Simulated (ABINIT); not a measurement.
LiH:

```xyz
2
Lattice="0.0000 2.0368 2.0368 2.0368 0.0000 2.0368 2.0368 2.0368 0.0000" Properties=species:S:1:pos:R:3 pbc="T T T"
Li    0.0000    0.0000    0.0000
H     2.0368    2.0368    2.0368
```

- Program: ABINIT 10.8.3 (patched build)
- Task: single point
- Functional: PBE
- Potentials or basis: JTH PAW PBE v2.0
- Cutoff: 816 eV
- k mesh: 11 × 11 × 11
- Occupations: fermi-dirac, width 0.05 eV
- Spin: no spin polarisation

On this cell: pressure -1.6 GPa; largest force zero by symmetry; band gap on the k mesh 3.19 eV, direct.

The same run follows on a disturbed copy (atoms moved at random, drawn with an rms of 0.05 Å):

```
Li H
1.0
     0.00000    2.03675    2.03675
     2.03675    0.00000    2.03675
     2.03675    2.03675    0.00000
Li H
1 1
Cartesian
  -0.0071 0.0257 0.0170
  2.0424 2.0395 2.0262
```

What changes?

The energy moves by +0.3 meV/atom; pressure -1.6 GPa; largest force 0.035 eV/Å; band gap on the k mesh 3.20 eV, direct.

Forces in eV/Å, atoms in the order of the input:
```
Li   0.012 -0.021 -0.026
H   -0.012  0.021  0.026
```

Caveats: an odd mesh through Γ misses points on the zone boundary, where band edges often lie.
